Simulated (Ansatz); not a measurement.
The system is TiH.

```
CELL_PARAMETERS angstrom
0.00000 2.08970 2.08970
2.08970 0.00000 2.08970
2.08970 2.08970 0.00000
ATOMIC_POSITIONS crystal
Ti 0.00000 0.00000 0.00000
H 0.50000 0.50000 0.50000
```

The cell comes from a database or a generator and needn't be the stable form of this composition.

```yaml
Program: Ansatz 0.2.0
Task: relaxation of cell and atoms
Functional: revPBE
Potentials_or_basis: all-electron LAPW, scalar-relativistic
Basis_error_allowed: 0.001 eV/atom
k_mesh: 11 × 11 × 11
Occupations: fermi-dirac, width 0.05 eV
Spin: no spin polarisation
```

At the start: volume 9.13 Å³/atom.

Task: How do energy, volume and symmetry change on relaxing?

Result: Over 5 steps the energy falls by 2.6 meV/atom and the volume is 9.36 Å³/atom (+2.6 %); space group Fm-3m (No. 225, to 0.05 Å).

The path:
```tsv
step	energy change (eV)	largest force (eV/Å)	volume (Å³)
1	0.0000	0.0000	18.25
2	-0.0016	0.0000	19.14
3	-0.0053	0.0000	18.74
4	-0.0053	0.0000	18.73
5	-0.0053	0.0000	18.73
```

Final structure:
```yaml
crystal:
  lattice:
    - [0.00000, 2.10774, 2.10774]
    - [2.10774, 0.00000, 2.10774]
    - [2.10774, 2.10774, 0.00000]
  atoms:
    - { symbol: Ti, position: [0.00000, 0.00000, 0.00000] }
    - { symbol: H, position: [0.50000, 0.50000, 0.50000] }
```
